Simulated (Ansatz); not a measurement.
Sc:

```
CELL_PARAMETERS angstrom
-3.08801 3.08801 2.70624
3.08801 -3.08801 2.70624
3.08801 3.08801 -2.70624
ATOMIC_POSITIONS crystal
Sc 0.83627 0.66373 0.50000
Sc 0.33627 0.83627 0.17254
Sc 0.66373 0.16373 0.82746
Sc 0.16373 0.33627 0.50000
```

This isn't the form of Sc at room conditions, which is hcp.

| Property | Result |
| --- | --- |
| Program | Ansatz 0.2.0 |
| Task | single point |
| Functional | PBE |
| Potentials or basis | Ansatz PAW |
| Cutoff | 420 eV (not typed: the program's choice for these potentials) |
| k mesh | 7 × 7 × 7 |
| Occupations | fermi-dirac, width 0.05 eV |
| Spin | no spin polarisation |

On this cell: pressure 0.1 GPa; largest force 0.046 eV/Å; band gap on the k mesh none (metal or under the smearing width).

The same run follows on a disturbed copy (atoms moved at random, drawn with an rms of 0.05 Å):

```
CELL_PARAMETERS angstrom
-3.08801 3.08801 2.70624
3.08801 -3.08801 2.70624
3.08801 3.08801 -2.70624
ATOMIC_POSITIONS crystal
Sc 0.83742 0.67241 0.50046
Sc 0.33448 0.84476 0.17719
Sc 0.65862 0.17648 0.83166
Sc 0.16909 0.33669 0.50498
```

Problem. What changes?

Solution. The energy (extrapolated to zero smearing) moves by +4.8 meV/atom; pressure 0.1 GPa; largest force 0.418 eV/Å; band gap on the k mesh none (metal or under the smearing width).

Forces in eV/Å, atoms in the order of the input:
```
Sc   0.054  0.086 -0.085
Sc  -0.138  0.014  0.023
Sc  -0.169  0.227  0.003
Sc   0.253 -0.328  0.059
```

Stress tensor (GPa, compression positive):
```
-0.05 -0.06  0.05
-0.06  0.14 -0.03
 0.05 -0.03  0.24
```
